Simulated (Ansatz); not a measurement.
# Si under changes of volume

One of the cells (14.950 Å³/atom); the others are scaled copies at fixed shape and fractional positions:

```
Si
1.0
    -2.37137    2.37137    1.32927
     2.37137   -2.37137    1.32927
     2.37137    2.37137   -1.32927
Si
2
Cartesian
  0.0000 0.0000 1.3293
  2.3714 0.0000 0.6646
```

This isn't the form of Si at room conditions, which is diamond.

| Quantity | Value |
| --- | --- |
| Program | Ansatz 0.2.0 |
| Functional | PBEsol |
| Potentials or basis | Ansatz PAW |
| Cutoff | 420 eV (not typed: the program's choice for these potentials) |
| k mesh | 11 × 11 × 11 |
| Occupations | fermi-dirac, width 0.05 eV |
| Spin | no spin polarisation |

```tsv
volume (Å³/atom)	energy over the lowest point (meV/atom)	pressure (GPa)
14.053	26.13	9.1
14.352	12.08	6.0
14.651	3.56	3.2
14.950	0.00	0.7
15.249	?	?
15.548	5.75	-3.6
15.847	14.14	-5.4
```

Problem. What does the run at 15.249 Å³/atom give?

Solution. Energy over the lowest point 0.88 meV/atom; pressure -1.6 GPa.

Worked out: A Birch-Murnaghan fit of order 3 (a polynomial in V^(-2/3)) to the other rows has its minimum at 15.04 Å³/atom with B0 = V·E''(V) = 116 GPa and B' = 4.6 at fixed shape and positions, which overstates the stiffness. It gives 0.89 meV/atom at 15.249 Å³/atom, against the run's 0.88, and -dE/dV = -1.6 GPa, against -1.6.

Energies are extrapolated to zero smearing.

Caveats: the PAW data sets come from PBE, with cores solved anew for the run's functional, which leaves a small shift of forces and pressure.
